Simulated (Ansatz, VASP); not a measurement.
# TaN in VASP and in Ansatz

The input INCAR:

```
PREC = Accurate ; ENCUT = 520
EDIFF = 1E-6 ; ISMEAR = 0
SIGMA = 0.15 ; LREAL = False
LASPH = True ; NELM = 100
ALGO = Fast ; ISIF = 2
LWAVE = False ; LCHARG = False
NBANDS = 15
```

KPOINTS

```
Automatic mesh
0
Gamma
  18 18 18
```

POSCAR

```
TaN
1.0
    0.0000000000      2.1742693740      2.1742693740
    2.1742693740      0.0000000000      2.1742693740
    2.1742693740      2.1742693740      0.0000000000
Ta N
1 1
Direct
    0.4991277432      0.5008722568      0.5008722568
    0.0112681530     -0.0112681530     -0.0112681530
```

Input for Ansatz:

```yaml
crystal:
  lattice:
    - [0.0, 2.174269374, 2.174269374]
    - [2.174269374, 0.0, 2.174269374]
    - [2.174269374, 2.174269374, 0.0]
  atoms:
    - { symbol: Ta, position: [0.4991277432, 0.5008722568, 0.5008722568] }
    - { symbol: "N", position: [0.011268153, -0.011268153, -0.011268153] }
basis:
  ecutwfc: 520.0
kpoints:
  mp_grid: { grid: [18, 18, 18] }
hamiltonian:
  xc: lda
scf:
  occupations: { method: gaussian, width: 0.15 }
output:
  forces: true
  stress: true
  eigenvalues: true
```

Change from the starting cell: mode 4 frozen in at -0.049 Å and mode 6 at +0.000 Å (largest displacements).

Alike in both runs: task single point; functional LDA; k mesh 18 × 18 × 18; occupations gaussian, width 0.15 eV; no spin polarisation.

|  | VASP | Ansatz |
| --- | --- | --- |
| version | VASP 6.6.1 | Ansatz 0.2.0 |
| potentials or method | VASP PAW LDA potentials, release 64 (Ta_pv, N) | scalar-relativistic, plane waves, PAW |
| plane-wave cutoff (eV) | 520 | 520 |
| valence electrons in the cell | 16 | 18 |

```tsv
	VASP	Ansatz	Ansatz less VASP
gap on the k mesh at the Fermi level (eV)	none	none	-
pressure (GPa)	2.5	0.5	-2.04
largest component of the traceless stress (GPa)	1.05	1.03	-0.016
rms of the force components (eV/Å)	0.272	0.268	-0.0046
```

Atom by atom the forces differ by 0.005 eV/Å (rms over components). A gap of «none» marks a metal or a gap that the smearing closes. The two sets of potentials don't hold the same shells in valence.

Spin-orbit coupling is left out, which matters for the levels of Ta.
